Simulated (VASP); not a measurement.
Level of theory: SCAN meta-GGA, VASP's PBE PAW potentials (set 64) (plane waves; VASP 6.6.1).

A VASP calculation is set up with these files.

**POSCAR**
```
BaF2
1
    0.0000000000     3.1048814153     3.1048814153
    3.1048814153     0.0000000000     3.1048814153
    3.1048814153     3.1048814153    -0.0000000000
Ba F
1 2
Direct
  0.0000000000   0.0000000000   0.0000000000
  0.2500000000   0.2500000000   0.2500000000
  0.7500000000   0.7500000000   0.7500000000
```

**INCAR**
```
# general
SYSTEM =BaF2
PREC   =Accurate
ENCUT  =520
LREAL  =.FALSE.
LASPH  =.TRUE.

# electronic loop
EDIFF  =1E-7
NELM   =100
ALGO   =Normal
LMAXMIX=4
LMIXTAU=.TRUE.

# smearing
ISMEAR =-5

# functional
METAGGA=SCAN

# ions
ISIF   =2

# output
LWAVE  =.FALSE.
LCHARG =.FALSE.
LORBIT =11
NEDOS  =601
```

**KPOINTS_OPT**
```
k-points along high-symmetry lines
10
Line-mode
Reciprocal
  0.000000   0.000000   0.000000 ! GAMMA
  0.500000   0.000000   0.500000 ! X

  0.500000   0.000000   0.500000 ! X
  0.625000   0.250000   0.625000 ! U

  0.375000   0.375000   0.750000 ! K
  0.000000   0.000000   0.000000 ! GAMMA

  0.000000   0.000000   0.000000 ! GAMMA
  0.500000   0.500000   0.500000 ! L

  0.500000   0.500000   0.500000 ! L
  0.500000   0.250000   0.750000 ! W

  0.500000   0.250000   0.750000 ! W
  0.500000   0.000000   0.500000 ! X
```

### KPOINTS
```
K-points
0
Gamma
 7 7 7
```

POTCAR, in this order: Ba_sv F (PBE.64 set). Program: vasp_std.

The resulting files:

File OSZICAR:
```
       N       E                     dE             d eps       ncg     rms          rms(c)
DAV:   1     0.119934113822E+03    0.11993E+03   -0.13596E+04   640   0.143E+03
DAV:   2    -0.612278936013E+02   -0.18116E+03   -0.17764E+03   816   0.306E+02
DAV:   3    -0.680472717961E+02   -0.68194E+01   -0.68136E+01   848   0.694E+01
DAV:   4    -0.681387568243E+02   -0.91485E-01   -0.91480E-01   808   0.727E+00
DAV:   5    -0.681420975134E+02   -0.33407E-02   -0.33407E-02   936   0.894E-01    0.822E+00
DAV:   6    -0.595603457641E+02    0.85818E+01   -0.57633E+00  1032   0.157E+01    0.369E+00
DAV:   7    -0.586757986211E+02    0.88455E+00   -0.26719E+00   768   0.179E+01    0.204E+00
DAV:   8    -0.600103458222E+02   -0.13345E+01   -0.11294E+00   648   0.115E+01    0.175E+00
DAV:   9    -0.582260189045E+02    0.17843E+01   -0.19624E+00   664   0.124E+01    0.244E+00
DAV:  10    -0.588397851040E+02   -0.61377E+00   -0.88267E-01   680   0.782E+00    0.500E-01
DAV:  11    -0.587901725085E+02    0.49613E-01   -0.21522E-02   672   0.152E+00    0.561E-01
DAV:  12    -0.589226277285E+02   -0.13246E+00   -0.54400E-02   640   0.210E+00    0.665E-02
DAV:  13    -0.589413497493E+02   -0.18722E-01   -0.10159E-02   640   0.139E+00    0.263E-02
DAV:  14    -0.589380987953E+02    0.32510E-02   -0.98341E-04   856   0.460E-01    0.398E-02
DAV:  15    -0.589407578458E+02   -0.26591E-02   -0.11759E-03   640   0.470E-01    0.128E-02
DAV:  16    -0.589418695057E+02   -0.11117E-02   -0.47208E-04   640   0.335E-01    0.799E-03
DAV:  17    -0.589418696394E+02   -0.13372E-06   -0.17053E-05   888   0.536E-02    0.803E-03
DAV:  18    -0.589419033510E+02   -0.33712E-04   -0.21993E-05   640   0.705E-02    0.755E-03
DAV:  19    -0.589419068510E+02   -0.35000E-05   -0.10340E-05   696   0.372E-02    0.205E-03
DAV:  20    -0.589419061066E+02    0.74442E-06   -0.20026E-06   768   0.172E-02    0.179E-03
DAV:  21    -0.589419068666E+02   -0.76001E-06   -0.29682E-07   600   0.564E-03    0.122E-03
DAV:  22    -0.589419076657E+02   -0.79915E-06   -0.39256E-07   656   0.907E-03    0.344E-04
DAV:  23    -0.589419076069E+02    0.58806E-07   -0.37417E-08   520   0.286E-03
   1 F= -.58941908E+02 E0= -.58941908E+02  d E =0.000000E+00
       N       E                     dE             ncg
       N       E                     dE             ncg
       N       E                     dE             ncg
```

### OUTCAR
```
------------------------ aborting loop because EDIFF is reached ----------------------------------------
  FORCE on cell =-STRESS in cart. coord.  units (eV):
  Direction    XX          YY          ZZ          XY          YZ          ZX
  --------------------------------------------------------------------------------------
  Total        0.0134020      0.0134020      0.0134020     -0.0000000     -0.0000000      0.0000000
  in kB        0.3586870      0.3586870      0.3586870     -0.0000000     -0.0000000      0.0000000
  external PRESSURE =       0.3586870 kB  Pullay stress =       0.0000000 kB
  volume of cell :       59.86
      direct lattice vectors                 reciprocal lattice vectors
     0.000000000  3.104881415  3.104881415    -0.161036746  0.161036746  0.161036746
     3.104881415  0.000000000  3.104881415     0.161036746 -0.161036746  0.161036746
     3.104881415  3.104881415  0.000000000     0.161036746  0.161036746 -0.161036746
 POSITION                                       TOTAL-FORCE (eV/Angst)
 -----------------------------------------------------------------------------------
      0.00000      0.00000      0.00000        -0.000000      0.000000      0.000000
      1.55244      1.55244      1.55244        -0.000000     -0.000000      0.000000
      4.65732      4.65732      4.65732         0.000000      0.000000     -0.000000
 -----------------------------------------------------------------------------------
    total drift:                                0.000000      0.000000      0.000000
  FREE ENERGIE OF THE ION-ELECTRON SYSTEM (eV)
  ---------------------------------------------------
  free  energy   TOTEN  =       -58.9419076069 eV

  energy  without entropy=      -58.9419076069  energy(sigma->0) =      -58.94190761

 total charge

# of ion       s       p       d       tot
------------------------------------------
    1        2.000   5.655   0.204   7.858
    2        1.741   4.389   0.000   6.130
    3        1.741   4.389   0.000   6.130
--------------------------------------------------
tot          5.482  14.433   0.204  20.119
```
(Selected blocks of OUTCAR.)

File OUTCAR:
```
 val. band max:       -2.6563076516   @ k =   0.4286   0.2857   0.1429

 cond. band min:       4.5688599174   @ k =   0.0000   0.0000   0.0000


 Fermi energy:        -2.6366430329

 k-point     1 :       0.0000    0.0000    0.0000
  band No.  band energies     occupation
      1     -26.3273      2.00000
      2     -22.8081      2.00000
      3     -22.6792      2.00000
      4     -10.6179      2.00000
      5     -10.6178      2.00000
      6     -10.6178      2.00000
      7      -4.0999      2.00000
      8      -4.0999      2.00000
      9      -4.0999      2.00000
     10      -2.7177      2.00000
     11      -2.7177      2.00000
     12      -2.7177      2.00000
     13       4.5689      0.00000
     14       7.2344      0.00000
     15       7.2344      0.00000
     16       9.6178      0.00000

 k-point     2 :       0.1429    0.0000    0.0000
  band No.  band energies     occupation
      1     -26.2828      2.00000
      2     -22.8256      2.00000
      3     -22.7317      2.00000
      4     -10.6559      2.00000
      5     -10.6490      2.00000
      6     -10.6490      2.00000
      7      -4.0166      2.00000
      8      -4.0165      2.00000
      9      -3.8935      2.00000
     10      -2.8519      2.00000
     11      -2.7441      2.00000
     12      -2.7441      2.00000
     13       5.0112      0.00000
     14       7.2102      0.00000
     15       7.2102      0.00000
     16       9.3715      0.00000

 k-point     3 :       0.2857    0.0000    0.0000
  band No.  band energies     occupation
      1     -26.1769      2.00000
      2     -22.9046      2.00000
      3     -22.8191      2.00000
      4     -10.7320      2.00000
      5     -10.7168      2.00000
      6     -10.7168      2.00000
      7      -3.8409      2.00000
      8      -3.8409      2.00000
      9      -3.4292      2.00000
     10      -3.0997      2.00000
     11      -2.7889      2.00000
     12      -2.7888      2.00000
     13       5.9593      0.00000
...
```

Unless said otherwise, spin-orbit coupling is left out, though it shifts the bands of the heavy elements here.

The compound is BaF2 in the fluorite structure. It was relaxed first.
